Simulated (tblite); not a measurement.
Compound: triethylamine, C₆H₁₅N.
SMILES with atom numbers: `[CH3:1][CH2:2][N:3]([CH2:4][CH3:5])[CH2:6][CH3:7]` (hydrogens: H8, H9, H10 on C1; H11, H12 on C2; H13, H14 on C4; H15, H16, H17 on C5; H18, H19 on C6; H20, H21, H22 on C7)

Computed with GFN2-xTB (tblite), gas phase: nudged elastic band of 9 images (0 to 8), spring 0.2 eV/Å², climbing image at the end, force threshold 0.05 eV/Å. No saddle search or frequency run followed, so the top image need not be a first-order saddle, and its height can exceed the method's true barrier by a kcal/mol or more.

The band describes a rotation about C2–N3 (sp3 carbon bound to nitrogen, tertiary amine nitrogen), followed by the dihedral C1–C2–N3–C4, from the optimised start (62°) to a second optimised geometry at -160°.

Question: Give the energy profile along the converged band.

Answer: 
```
image  dihedral (°)  E (kcal/mol)  C2–N3 (Å)  C1···C4 (Å)  largest true force (eV/Å)
    0            62          0.00      1.447         3.05                       0.01
    1            78          0.94      1.446         3.25                       0.04
    2            96          2.91      1.448         3.45                       0.06
    3           115          4.85      1.453         3.60                       0.06
    4           134          5.86      1.460         3.71                       0.03
    5           153          5.11      1.461         3.77                       0.04
    6           169          3.36      1.458         3.78                       0.06
    7          -176          1.60      1.453         3.78                       0.04
    8          -160          0.72      1.451         3.75                       0.01
```

Barriers of this band. The top is image 4 at 134°: 5.86 kcal/mol forward and 5.14 kcal/mol back; the end lies 0.72 kcal/mol above the start. The central bond is 0.013 Å longer at the top than at the start.

Question: What rate follows at 350 K for crossing this barrier forward?

Answer: Taking the electronic barrier for the free energy of activation (no zero-point or entropy terms, transmission 1), rate = (kT/h)·exp(−ΔE/kT) ≈ 2 × 10^9 s⁻¹, whose inverse is 6 × 10^-10 s. An error of 1 kcal/mol in the barrier changes this by a factor of 4, and the method and the loose band can each miss by that much or more.

Question: How would the two end points share their population at 350 K, from these energies alone?

Answer: exp(−ΔE/kT) with ΔE = 0.031 eV gives 0.36 for the higher one (end) against 1 for the lower, without vibrational, rotational or degeneracy terms. GFN2-xTB can put conformers this close in the wrong order.

Question: How long is the path, and how are the images spaced?

Answer: Cartesian distances between aligned neighbours (all atoms, Å): 0.94, 0.97, 0.97, 0.95, 0.93, 0.93, 0.94, 0.92; the sum is 7.55 Å, and the top lies 51 % of the way along.

The cost below is that of the whole band run. Time: 4.1 s; peak memory 0.19 GiB. Hardware: an Intel Xeon at 2.60 GHz with one thread, shared host with 128 logical CPUs at a one-minute load of 23.
